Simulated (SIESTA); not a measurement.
I:

```xyz
4
Lattice="3.6350 -2.3950 0.0000 3.6350 2.3950 0.0000 0.0000 0.0000 9.7934" Properties=species:S:1:pos:R:3 pbc="T T T"
I     3.6350   -0.7152    3.7646
I     3.6350    1.6799    1.1321
I     3.6350    0.7152    6.0288
I     3.6350   -1.6799    8.6613
```

| Property | Result |
| --- | --- |
| Program | SIESTA 5.4.2 |
| Task | single point |
| Functional | PBEsol |
| Potentials or basis | PseudoDojo 0.4 standard (PBEsol files) |
| Basis | DZP (energy shift 0.003 Ry) |
| Grid cutoff | 500 Ry |
| Energy shift | 0.003 Ry |
| k mesh | 7 × 7 × 3 |
| Occupations | fermi-dirac, width 0.05 eV |
| Spin | no spin polarisation |

On this cell: pressure 0.4 GPa; largest force 1.279 eV/Å; band gap on the k mesh 1.13 eV, indirect (least direct gap 1.23 eV).

The same run follows on a disturbed copy (atoms moved at random, drawn with an rms of 0.05 Å):

```
CELL_PARAMETERS angstrom
3.63503 -2.39502 0.00000
3.63503 2.39502 0.00000
0.00000 0.00000 9.79344
ATOMIC_POSITIONS crystal
I 0.65349 0.34675 0.38295
I 0.15234 0.84035 0.11361
I 0.36674 0.64517 0.61547
I 0.84626 0.15370 0.88219
```

Question: What does the disturbed cell give?

Answer: The energy moves by -6.4 meV/atom; pressure 0.2 GPa; largest force 1.352 eV/Å; band gap on the k mesh 1.09 eV, indirect (least direct gap 1.20 eV).

Forces in eV/Å, atoms in the order of the input:
```
I   -0.011 -0.702 -1.156
I    0.004 -0.425  0.877
I   -0.003  0.696  1.140
I    0.010  0.431 -0.861
```

Stress tensor (GPa, compression positive):
```
-0.74  0.03  0.02
 0.03 -0.33  0.37
 0.02  0.37  1.62
```

Caveats: spin-orbit coupling is left out, which moves the levels of the heavy elements; an odd mesh through Γ misses points on the zone boundary, where band edges often lie; the basis of atomic orbitals isn't converged, which shifts pressures, moduli and gaps; forces of over 1 eV/Å show positions far from the minimum, so gaps and moduli don't describe the material at rest (some runs).
